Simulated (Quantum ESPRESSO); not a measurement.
The system is Tc.

```
Tc
1.0
     2.73936    0.00000    0.00000
    -1.36968    2.37235    0.00000
     0.00000    0.00000    8.76968
Tc
4
Direct
  0.66667 0.33333 0.75000
  0.00000 0.00000 0.50000
  0.33333 0.66667 0.25000
  0.00000 0.00000 0.00000
```

```yaml
Program: Quantum ESPRESSO 7.5
Task: single point
Functional: PBEsol
Potentials_or_basis: GBRV 1.5 PBEsol
Cutoff: 612 eV
Density_cutoff: 4898 eV
k_mesh: 11 × 11 × 3
Occupations: fermi-dirac, width 0.05 eV
Spin: no spin polarisation
```

On this cell: pressure -5.7 GPa; largest force under 0.003 eV/Å; band gap on the k mesh none (metal or under the smearing width).

The same run follows on a disturbed copy (atoms moved at random, drawn with an rms of 0.05 Å):

```
Tc
1.0
     2.73936    0.00000    0.00000
    -1.36968    2.37235    0.00000
     0.00000    0.00000    8.76968
Tc
4
Cartesian
  1.3340 0.7750 6.6071
  0.0200 -0.0028 4.4107
  0.0136 1.6052 2.1338
  0.0062 0.0039 -0.0136
```

Problem. What does the disturbed cell give?

Solution. The energy (extrapolated to zero smearing) moves by +11.0 meV/atom; pressure -5.3 GPa; largest force 0.770 eV/Å; band gap on the k mesh none (metal or under the smearing width).

Forces in eV/Å, atoms in the order of the input:
```
Tc   0.195  0.076 -0.741
Tc  -0.120  0.009 -0.260
Tc  -0.033 -0.093  0.692
Tc  -0.043  0.008  0.308
```

Stress tensor (GPa, compression positive):
```
-5.62  0.50  0.01
 0.50 -6.32 -0.13
 0.01 -0.13 -3.81
```
